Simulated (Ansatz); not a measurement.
# Al16H: the cost of one run

Method: DFT LDA, plane waves, PAW, scalar-relativistic, no spin polarisation, in Ansatz 0.2.0.

## 1. Starting point

The cell holds 17 atoms (Al16H): a = 8.100 Å, b = 5.728 Å, c = 17.296 Å, α = 90.00°, β = 90.00°, γ = 90.00°.

The coordinates stand in the first input below.

## 2. Relaxing end A

File input.yaml:

```yaml
crystal:
  lattice:
    - [8.1, 0.0, 0.0]
    - [0.0, 5.727565, 0.0]
    - [0.0, 0.0, 17.295674]
  atoms:
    - { symbol: Al, position: [0.25, 0.25, 0.0578179] }
    - { symbol: Al, position: [0.75, 0.25, 0.0578179] }
    - { symbol: Al, position: [0.25, 0.75, 0.0578179] }
    - { symbol: Al, position: [0.75, 0.75, 0.0578179] }
    - { symbol: Al, position: [0.0, 0.0, 0.1406069] }
    - { symbol: Al, position: [0.5, 0.0, 0.1406069] }
    - { symbol: Al, position: [0.0, 0.5, 0.1406069] }
    - { symbol: Al, position: [0.5, 0.5, 0.1406069] }
    - { symbol: Al, position: [0.25, 0.25, 0.2233959] }
    - { symbol: Al, position: [0.75, 0.25, 0.2233959] }
    - { symbol: Al, position: [0.25, 0.75, 0.2233959] }
    - { symbol: Al, position: [0.75, 0.75, 0.2233959] }
    - { symbol: Al, position: [0.0, 0.0, 0.3061849] }
    - { symbol: Al, position: [0.5, 0.0, 0.3061849] }
    - { symbol: Al, position: [0.0, 0.5, 0.3061849] }
    - { symbol: Al, position: [0.5, 0.5, 0.3061849] }
    - { symbol: H, position: [0.0039385, 0.5109279, 0.3958027] }
basis:
  ecutwfc: 420.0
kpoints:
  mp_grid: { grid: [3, 4, 1] }
hamiltonian:
  xc: lda
scf:
  occupations: { method: gaussian, width: 0.15 }
  lower_state_search: "off"
relax:
  f_tol: 0.03
  max_steps: 60
  adjacent_minimum: "off"
  constraints: [{ sites: [0, 1, 2, 3] }]
```

Launch:

```console
$ ansatz run input.yaml --threads 2 --pin off --max-ram 5120MiB --backend cpu --events-out ev --progress --plain --runs-dir out
```

What time and memory should one allow on 2 threads of Intel Xeon 6975P-C (Granite Rapids), shared host?

About 15 s, with a peak of 0.83 GiB.
